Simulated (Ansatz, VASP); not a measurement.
**KCl in VASP and in Ansatz**

```
CELL_PARAMETERS angstrom
3.77081 0.00000 0.00000
0.00000 3.77081 0.00000
0.00000 0.00000 3.77081
ATOMIC_POSITIONS crystal
K 0.00000 0.00000 0.00000
Cl 0.50000 0.50000 0.50000
```

Alike in both runs: task single point; functional r2SCAN; k mesh 6 × 6 × 6; occupations fermi-dirac, width 0.001 eV; no spin polarisation.

|  | VASP | Ansatz |
| --- | --- | --- |
| version | VASP 6.6.1 | Ansatz 0.2.0 |
| potentials or method | VASP PAW PBE potentials, release 64 (K_sv, Cl) | plane waves |
| plane-wave cutoff (eV) | 520 | 500 |
| valence electrons in the cell | 16 | 16 |

|  | VASP | Ansatz | Ansatz less VASP |
| --- | --- | --- | --- |
| gap on the k mesh at the Fermi level (eV) | 5.81 | 5.80 | -0.006 |
| pressure (GPa) | 0.0 | 0.0 | +0.04 |

Caveats: the PAW data sets were made with another functional, which shifts forces and pressure a little (VASP). r2SCAN opens gaps a little over a GGA but as a rule still falls short of measured ones. A k mesh can miss the band edges.
